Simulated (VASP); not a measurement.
# Au (P6_3/mmc) in VASP: a series of runs

Runs on Au. Level: r2SCAN. Tasks: single point.

Program: VASP 6.6.1. These are calculated values, not measurements. Logs are shortened: lines on timing, memory, paths and dates and some standing lists are left out, and cuts for length are marked.

## Step 1: Starting point

Symmetry: P6_3/mmc, No. 194, hexagonal system. Conventional cell: a = 2.900 Å, b = 2.900 Å, c = 4.880 Å, α = 90.00°, β = 90.00°, γ = 120.00°. Around Au (site symmetry -6m2) lie 12 Au at 2.90 to 2.96 Å.

This isn't the form of Au at room conditions, which is fcc.

## Step 2: Single point, r2SCAN

Input file INCAR:

```
PREC = Accurate
ENCUT = 340
EDIFF = 1E-6
ISMEAR = 1
SIGMA = 0.2
LREAL = F
LASPH = T
NELM = 100
ALGO = Normal
ISIF = 2
LWAVE = F
LCHARG = F
METAGGA = R2SCAN
LMIXTAU = T
ADDGRID = F
```

Input file KPOINTS:

```
regular mesh
0
Gamma
  11 11 6
```

Input file POSCAR:

```
Au
1.0
    2.9000000000      0.0000000000      0.0000000000
   -1.4500000000      2.5114736710      0.0000000000
    0.0000000000      0.0000000000      4.8800000000
Au
2
Direct
    0.6369950000      0.3319390000      0.2378770000
    0.3187740000      0.6342170000      0.7501220000
```

Potentials or basis: VASP PAW PBE potentials, release 64 (Au).

Command:

```bash
cat potpaw_PBE.64/Au/POTCAR > POTCAR
mpirun -np 1 vasp_std > vasp.out
```

OUTCAR:

```text
PREC = Accurate
   ENCUT = 340
   EDIFF = 1E-6
   ISMEAR = 1
   LREAL = F
   LASPH = T
   NELM = 100
   ISIF = 2
   METAGGA = R2SCAN

 Found    364 irreducible k-points:

 Following reciprocal coordinates:
            Coordinates               Weight
  0.000000  0.000000  0.000000      1.000000
  0.090909 -0.000000  0.000000      2.000000
  0.000000  0.090909  0.000000      2.000000
 -0.090909  0.090909  0.000000      2.000000
  0.181818 -0.000000  0.000000      2.000000
  0.000000  0.181818  0.000000      2.000000
   k-points           NKPTS =    364   k-points in BZ     NKDIM =    364   number of bands    NBANDS=     15
   number of dos      NEDOS =    301   number of ions     NIONS =      2
   total plane-waves  NPLWV =   9720
   dimension x,y,z NGX =    18 NGY =   18 NGZ =   30
   dimension x,y,z NGXF=    36 NGYF=   36 NGZF=   60
   ions per type =               2
   NGX,Y,Z   is equivalent  to a cutoff of  10.32, 10.32, 10.22 a.u.
   NGXF,Y,Z  is equivalent  to a cutoff of  20.64, 20.64, 20.44 a.u.
 SYSTEM =  unknown system
   PREC   = accura    normal or accurate (medium, high low for compatibility)
   ISTART =      0    job   : 0-new  1-cont  2-samecut
   ICHARG =      2    charge: 1-file 2-atom 10-const
   ISPIN  =      1    spin polarized calculation?
   LNONCOLLINEAR =      F non collinear calculations
   LSORBIT =      F    spin-orbit coupling
   LASPH  =      T    aspherical Exc in radial PAW
   ENCUT  =  340.0 eV  24.99 Ry    5.00 a.u.   4.36  4.36  7.34*2*pi/ulx,y,z
   NELM   =    100;   NELMIN=  2; NELMDL= -5     # of ELM steps
   EDIFF  = 0.1E-05   stopping-criterion for ELM
   LREAL  =      F    real-space projection
   EDIFFG = 0.1E-04   stopping-criterion for IOM
   NSW    =      0    number of steps for IOM
   IBRION =     -1    ionic relax: 0-MD 1-quasi-New 2-CG
   NFREE  =      0    steps in history (QN), initial steepest desc. (CG)
   ISIF   =      2    stress and relaxation
   ISYM   =      2    0-nonsym 1-usesym 2-fastsym
   POTIM  = 0.5000    time-step for ionic-motion
   TEBEG  =    0.0;   TEEND  =   0.0 temperature during run
   PSTRESS=    0.0 pullay stress
   NELECT =      22.0000    total number of electrons
   NUPDOWN=      -1.0000    fix difference up-down
   EMIN   =  10.00;   EMAX   =-10.00  energy-range for DOS
   EFERMI =   0.00;   METHOD = LEGACY
   ISMEAR =     1;   SIGMA  =   0.20  broadening in eV -4-tet -1-fermi 0-gaus
   EFERMI_NEDOS =   21; number of points for ismear=-14 and -15
   IALGO  =     38    algorithm
   IMIX   =      4    mixing-type and parameters
     AMIX     =   0.40;   BMIX     =  1.00
     AMIX_MAG =   1.60;   BMIX_MAG =  1.00
  volume/ion in A,a.u.               =      17.77       119.93
  Fermi-wavevector in a.u.,A,eV,Ry     =   1.395191  2.636528 26.484517  1.946557
  Thomas-Fermi vector in A             =   2.518667
   LORBIT       =      0    0 simple, 1 ext, 2 COOP (PROOUT), +10 PAW based schemes
   METAGGA = R2SCAN    functional components
   LHFCALC =     F    Hartree Fock is set to
   AEXX    =    0.0000 exact exchange contribution
   IVDW    =     0    specifies the selected vdW correction
   LEPSILON=     F    determine dielectric tensor
   LRPA    =     F    only Hartree local field effects (RPA)
 non-spin polarized calculation
 Methfessel and Paxton  Order N= 1 SIGMA  =   0.20
  energy-cutoff  :      340.00
  volume of cell :       35.54
 maximum number of plane-waves:       537
 NGX is ok and might be reduce to    18
   NGX =  9   NGY =  9   NGZ = 15

 number of electron      22.0000002 magnetization

 Free energy of the ion-electron system (eV)
  ---------------------------------------------------
  ext. energy  EPLUGINS =         0.00000000
  ---------------------------------------------------
  free energy    TOTEN  =      -101.17055093 eV

  energy without entropy =     -101.16702252  energy(sigma->0) =     -101.16937479

 E-fermi :   8.6289     XC(G=0): -13.3287

 val. band max:        8.6273787527   @ k =   0.0000   0.1818   0.1667
 cond. band min:       8.6474842497   @ k =  -0.4545   0.4545   0.5000
 fundamental gap:      0.0201054971
 Fermi energy:         8.6288824785

 k-point     1 :       0.0000    0.0000    0.0000
  band No.  band energies     occupation
      1      -1.0014      2.00000
      2       1.3363      2.00000
      3       3.6968      2.00000
      4       3.9911      2.00000
      5       4.0525      2.00000
      6       4.2621      2.00000
      7       4.3679      2.00000
      8       4.8256      2.00000
      9       5.1692      2.00000
     10       6.1013      2.00000
     11       6.4467      2.00000
     12       7.8570      2.00000
     13      11.1580     -0.00000
     14      24.0772      0.00000
     15      25.1390      0.00000

 k-point     2 :       0.0909   -0.0000    0.0000
  band No.  band energies     occupation
      1      -0.7405      2.00000
      2       1.5455      2.00000
      3       3.6412      2.00000
      4       4.0742      2.00000
      5       4.1848      2.00000
      6       4.2031      2.00000
      7       4.4920      2.00000
      8       4.7101      2.00000
      9       4.9972      2.00000
     10       5.5363      2.00000
     11       6.3754      2.00000
     12       8.8627     -0.06988
     13      11.1682     -0.00000
     14      24.0411      0.00000
     15      25.2812      0.00000

 k-point     3 :       0.0000    0.0909    0.0000
  band No.  band energies     occupation
      1      -0.7413      2.00000
      2       1.5428      2.00000
      3       3.6473      2.00000
      4       4.0957      2.00000
      5       4.1678      2.00000
      6       4.1914      2.00000
      7       4.4947      2.00000
      8       4.7314      2.00000
      9       4.9631      2.00000
     10       5.5216      2.00000
     11       6.4246      2.00000
     12       8.8407     -0.06046
     13      11.1703     -0.00000
     14      24.0902      0.00000
     15      25.2187      0.00000

 k-point     4 :      -0.0909    0.0909    0.0000
  band No.  band energies     occupation
      1      -0.7380      2.00000
      2       1.5534      2.00000
      3       3.6097      2.00000
      4       4.0152      2.00000
      5       4.2199      2.00000
      6       4.3284      2.00000
      7       4.4191      2.00000
      8       4.6674      2.00000
      9       5.0448      2.00000
     10       5.6623      2.00000
     11       6.1760      2.00000
     12       8.9333     -0.05330
     13      11.1618     -0.00000
     14      23.8187      0.00000
     15      25.4863      0.00000

 k-point     5 :       0.1818   -0.0000    0.0000
  band No.  band energies     occupation
      1      -0.0117      2.00000
      2       2.0330      2.00000
      3       3.4879      2.00000
      4       3.9380      2.00000
      5       4.1015      2.00000
      6       4.4379      2.00000
      7       4.6048      2.00000
      8       4.6737      2.00000
      9       4.9578      2.00000
     10       5.0428      2.00000
     11       6.4183      2.00000
     12      10.5628     -0.00000
     13      11.2341     -0.00000
     14      21.3025      0.00000
     15      24.1655      0.00000

 k-point     6 :       0.0000    0.1818    0.0000
  band No.  band energies     occupation
      1      -0.0164      2.00000
      2       2.0192      2.00000
      3       3.5067      2.00000
      4       3.9561      2.00000
      5       4.0994      2.00000
      6       4.4232      2.00000
      7       4.5611      2.00000
      8       4.6592      2.00000
      9       4.9666      2.00000
     10       5.0768      2.00000
     11       6.4632      2.00000
     12      10.5222     -0.00000
     13      11.2411     -0.00000
     14      21.3225      0.00000
     15      24.1411      0.00000

 [... further k-points ...]

------------------------ aborting loop because EDIFF is reached ----------------------------------------

  FORCE on cell =-STRESS in cart. coord.  units (eV):
  Direction    XX          YY          ZZ          XY          YZ          ZX
  --------------------------------------------------------------------------------------
  -------------------------------------------------------------------------------------
  Total       -0.3840210     -0.4529965     -0.3682264     -0.0529933     -0.0530978      0.0763822
  in kB      -17.3108789    -20.4201512    -16.5988925     -2.3888300     -2.3935421      3.4431512
  external PRESSURE =     -18.1099742 kB  Pullay stress =       0.0000000 kB

 VOLUME and BASIS-vectors are now :
 -----------------------------------------------------------------------------
  energy-cutoff  :      340.00
  volume of cell :       35.54
      direct lattice vectors                 reciprocal lattice vectors
     2.900000000  0.000000000  0.000000000     0.344827586  0.199086300  0.000000000
    -1.450000000  2.511473671  0.000000000     0.000000000  0.398172599  0.000000000
     0.000000000  0.000000000  4.880000000     0.000000000  0.000000000  0.204918033

 POSITION                                       TOTAL-FORCE (eV/Angst)
 -----------------------------------------------------------------------------------
      1.36597      0.83366      1.16084         0.046989     -0.026027      0.347586
      0.00483      1.59282      3.66060        -0.046989      0.026027     -0.347586
 -----------------------------------------------------------------------------------
    total drift:                                0.000002      0.000002      0.000021

  FREE ENERGIE OF THE ION-ELECTRON SYSTEM (eV)
  ---------------------------------------------------
  free  energy   TOTEN  =      -101.1705509304 eV

  energy  without entropy=     -101.1670225222  energy(sigma->0) =     -101.16937479
```

Wall time 7.7 min (1 thread of Intel Xeon Platinum 8375C at 2.90GHz (Ice Lake), shared host); peak memory 0.21 GiB.

These settings aren't checked as converged: the numbers below hold their error.

What came out:

```yaml
Free_energy: -101.1706 eV
Pressure: -1.8 GPa
Largest_force: 0.352 eV/Å
Band_gap_on_the_k_mesh: none (metal or under the smearing width)
```

Caveat: the PAW data sets were made with another functional, which shifts forces and pressure a little.

## Step 3: Single point, r2SCAN

Changes to INCAR since step 2:

```diff
@@ -1,3 +1,3 @@
 PREC = Accurate
-ENCUT = 340
+ENCUT = 520
 EDIFF = 1E-6
```

Input file KPOINTS:

```
regular mesh
0
Gamma
  9 9 5
```

Input file POSCAR:

```
Au
1.0
    2.9000000000      0.0000000000      0.0000000000
   -1.4500000000      2.5114736710      0.0000000000
    0.0000000000      0.0000000000      4.8800000000
Au
2
Direct
    0.6666666667      0.3333333333      0.2500000000
    0.3333333333      0.6666666667      0.7500000000
```

Potentials or basis: VASP PAW PBE potentials, release 64 (Au).

Command:

```bash
cat potpaw_PBE.64/Au/POTCAR > POTCAR
mpirun -np 1 vasp_std > vasp.out
```

Run time: 72 s. Hardware: 1 thread of Intel Xeon Platinum 8375C at 2.90GHz (Ice Lake), shared host; peak memory 0.17 GiB.

The run converged, but some of its settings lie outside the range that counts as converged, so its numbers aren't taken as properties of the crystal.

Results:

- Free energy: -101.2274 eV
- Pressure: -1.8 GPa
- Band gap on the k mesh: none (metal or under the smearing width)

Caveat: the PAW data sets were made with another functional, which shifts forces and pressure a little.

## Step 4: Single point, r2SCAN

INCAR is that of step 3.

KPOINTS is that of step 3.

Input file POSCAR:

```
Au
1.0
    2.9000000000      0.0000000000      0.0000000000
   -1.4500000000      2.5114736710      0.0000000000
    0.0000000000      0.0000000000      4.8800000000
Au
2
Direct
    0.6369950000      0.3319390000      0.2378770000
    0.3187740000      0.6342170000      0.7501220000
```

Command:

```bash
cat potpaw_PBE.64/Au/POTCAR > POTCAR
mpirun -np 1 vasp_std > vasp.out
```

Wall time 5.7 min (1 thread of Intel Xeon Platinum 8375C at 2.90GHz (Ice Lake), shared host); peak memory 0.23 GiB.

These settings aren't checked as converged: the numbers below hold their error.

Results:

```yaml
Free_energy: -101.2125 eV
Pressure: -1.4 GPa
Largest_force: 0.383 eV/Å
Band_gap_on_the_k_mesh: none (metal or under the smearing width)
```

Caveat: the PAW data sets were made with another functional, which shifts forces and pressure a little.

## Step 5: Single point, r2SCAN

Changes to INCAR since step 4:

```diff
@@ -1,3 +1,3 @@
 PREC = Accurate
-ENCUT = 520
+ENCUT = 280
 EDIFF = 1E-6
```

Input file KPOINTS:

```
regular mesh
0
Gamma
  14 14 7
```

Input file POSCAR:

```
Au
1.0
    2.9000000000      0.0000000000      0.0000000000
   -1.4500000000      2.5114736710      0.0000000000
    0.0000000000      0.0000000000      4.8800000000
Au
2
Direct
    0.6666666667      0.3333333333      0.2500000000
    0.3333333333      0.6666666667      0.7500000000
```

Command:

```bash
cat potpaw_PBE.64/Au/POTCAR > POTCAR
mpirun -np 1 vasp_std > vasp.out
```

Run time: 88 s. Hardware: 1 thread of Intel Xeon Platinum 8375C at 2.90GHz (Ice Lake), shared host; peak memory 0.14 GiB.

The run converged, but some of its settings lie outside the range that counts as converged, so its numbers aren't taken as properties of the crystal.

Results:

```
Free energy            : -101.1901 eV
Pressure               : -1.3 GPa
Band gap on the k mesh : none (metal or under the smearing width)
```

Caveat: the cutoff is under 1.25 times the usual one of these potentials, so pressure, stress and relaxed cells hold a basis-set (Pulay) error; the PAW data sets were made with another functional, which shifts forces and pressure a little.
